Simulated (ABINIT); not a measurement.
Runs of ABINIT 10.8.3 (patched build) on Al. The structure is hexagonal, space group P6_3/mmc (No. 194). The conventional cell has a = 2.812 Å, b = 2.812 Å, c = 4.867 Å, α = 90.00°, β = 90.00°, γ = 120.00°. Al (site symmetry -6m2) has 12 Al at 2.81 to 2.93 Å as nearest neighbours. This isn't the form of Al at room conditions, which is fcc.

```csv
level,dispersion computed by,gap on the mesh (eV),pressure (GPa),relaxed volume (Å³/atom)
PBE+D3(BJ),simple-dftd3 1.7.0,none,0.1,15.89
PBE+D3,simple-dftd3 1.7.0,none,0.0,16.23
PBE,-,none,-0.2,16.66
PBE+D4,dftd4 4.3.1,none,0.2,(a)
```

Alike in all rows: task relaxation of cell and atoms; potentials or basis JTH PAW PBE v2.0; no spin polarisation; cell relaxed; k mesh 11 × 11 × 6; cutoff (eV) 408; smearing fermi-dirac 0.05 eV.

Task: Fill in the values left out.

Result: (a) 15.92.

Caveats: pairwise dispersion overbinds metals, which lowers pressure and volume (some runs).

A gap of «none» marks a metal or a gap under the smearing width.
